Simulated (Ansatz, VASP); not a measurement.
## One calculation of Si5Ge, two programs

```
Si Ge
1.0
     3.90754    0.00000    0.00000
    -1.95377    3.38403    0.00000
     0.00000    0.00000   19.04186
Si Ge
10 2
Cartesian
  0.0000 2.2560 14.6204
  1.9538 1.1280 13.8484
  0.0000 0.0000 10.7058
  1.9538 1.1280 11.4785
  0.0000 0.0000 8.3361
  0.0000 2.2560 7.5634
  1.9538 1.1280 4.4215
  0.0000 2.2560 5.1934
  1.9538 1.1280 2.0597
  0.0000 2.2560 16.9821
  0.0000 0.0000 1.2395
  0.0000 0.0000 17.8023
```

Alike in both runs: functional PBE; k mesh 5 × 5 × 1; occupations gaussian, width 0.2 eV; no spin polarisation.

Ansatz relaxed the structure, and its values are those at the end. VASP's run is a single point on that final structure, the one shown.

|  | VASP | Ansatz |
| --- | --- | --- |
| version | VASP 6.6.1 | Ansatz 0.2.0 |
| potentials or method | VASP PAW PBE potentials, release 64 (Si, Ge_d) | scalar-relativistic, plane waves, PAW |
| plane-wave cutoff (eV) | 520 | 420 |
| valence electrons in the cell | 68 | 68 |

```tsv
	VASP	Ansatz	Ansatz less VASP
gap on the k mesh at the Fermi level (eV)	0.67	0.66	-0.002
least direct gap on the mesh (eV)	1.12	1.11	-0.004
pressure (GPa)	-0.2	-0.1	+0.08
rms of the force components (eV/Å)	0.009	0.008	-0.0011
```

Caveats: an odd mesh through Γ misses points on the zone boundary, where band edges often lie.
